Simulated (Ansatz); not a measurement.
Computed with DFT PBE+D3(BJ), scalar-relativistic, plane waves, PAW in Ansatz 0.2.0. Settings: cutoff 420 eV, Γ-centred meshes spaced at most about 0.3 Å⁻¹, and about 0.25 Å⁻¹ or finer for metals (2π included), Gaussian smearing. No spin polarisation.

Temperature and zero-point effects are left out.

Two forms of Ge were relaxed alike.

A.

Space group P6_3/mmc (No. 194). a = 4.020 Å, b = 4.020 Å, c = 13.209 Å, α = 90.00°, β = 90.00°, γ = 120.00°
```csv
atom,site,symmetry,x,y,z
Ge,4e,3m.,0.0000,0.0000,0.4069
Ge,4f,3m.,0.3333,0.6667,0.3441
```

B.

Space group P-3m1 (No. 164). a = 4.090 Å, b = 4.090 Å, c = 3.327 Å, α = 90.00°, β = 90.00°, γ = 120.00°
```tsv
atom	site	symmetry	x	y	z
Ge	2d	3m.	0.6667	0.3333	0.1409
```

Question: Which form is favoured at zero pressure, and by what margin per atom?

Answer: A is lower, by 270 meV/atom. A has space group P6_3/mmc (No. 194), 23.1 Å³/atom and no gap on its mesh; B has space group P-3m1 (No. 164), 24.1 Å³/atom and no gap. Counting all near atoms (those within 1.25 times the shortest such distance or 1.15 times the sum of covalent radii), A has Ge 4 and B has Ge 3. In A, Ge on its first site has 4 Ge at 2.46 Å; Ge on its second site is surrounded by 4 Ge at 2.46–2.49 Å. In B, around Ge lie 3 Ge at 2.54 Å. Origin: A, reached from a Materials Project cell; B, invented. The lowest form computed isn't among them: it has the diamond type, space group Fd-3m (No. 227), 23.1 Å³/atom, is reached from a measured cell (COD) and lies 8 meV/atom below the best shown.

The zero gap of P6_3/mmc may come from the functional, which often closes small gaps. Cells relaxed within their symmetry can be saddle points. Some candidate types were left out of the draw beforehand, so a known form may be missing.
